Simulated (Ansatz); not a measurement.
# A series in volume per atom on La2O3

Results calculated with Ansatz 0.2.0, not measured. Periodic Kohn-Sham DFT of a crystal at fixed atoms; pressure and stress are positive in compression; the energy is the free energy less that of spherical unpolarised free atoms; site moments are those in the method's own spheres, positive along +z.

Cell of the first row (space group P321, No. 150):
```
CELL_PARAMETERS angstrom
3.84980 0.00000 0.00000
-1.92490 3.33400 0.00000
0.00000 0.00000 5.99510
ATOMIC_POSITIONS crystal
La 0.33333 0.66667 0.25000
La 0.66667 0.33333 0.75000
O 0.25000 0.25000 0.00000
O 0.75000 0.00000 0.00000
O 0.00000 0.75000 0.00000
```

Settings of every row: method all-electron PAW; functional PBEsol; relativity scalar; k mesh 6x6x4; filling fermi-dirac; smearing width 0.02 eV; nucleus gaussian.

Atom start moment: 0 on all atoms.

Limits: all rows lie far from zero pressure; no spin-orbit coupling on heavy atoms.

| row | volume per atom (Å³) | pressure (GPa) |
| --- | --- | --- |
| 1 | 15.39 | 49.541 |
| 2 | 15.717 | ? |
| 3 | 16.044 | 40.329 |
| 4 | 16.208 | 38.243 |
| 5 | 16.372 | 36.238 |
| 6 | 16.536 | 34.311 |
| 7 | 16.699 | 32.46 |
| 8 | 17.027 | 28.971 |
| 9 | 17.354 | 25.751 |

Question: what pressure should row 2 give?

Worked fit of pressure. Take u = (V_r/V)^(2/3) − 1 with V_r = 16.454 Å³ an atom, which is twice the finite (Eulerian) strain; such expansions in the strain, on which the Birch-Murnaghan equation of state is built, carry the rest volume and the bulk modulus. The shown rows have u = 0.04558, 0.01696, 0.01009, 0.00334, -0.00331, -0.00981, -0.02256, -0.03488. Least squares give pressure = 35.2625 + 290.276 × u + 504.17 × u² GPa; a straight line predicts inner rows, each left out in turn, worse (root mean square 0.26 against 0.0027 GPa). The rows lie off it by 0.000, -0.002, 0.000, 0.000, 0.004, -0.003, 0.001, 0.000. The withheld row has u = 0.03102, so the fit gives 35.2625 + 290.276 × (0.03102) + 504.17 × (0.03102)² = 44.752 GPa.

The calculation gave 44.757 GPa. The fit lies 0.005 GPa (0.021 % of the column's range) below it; its largest miss of a shown row is 0.004 GPa.
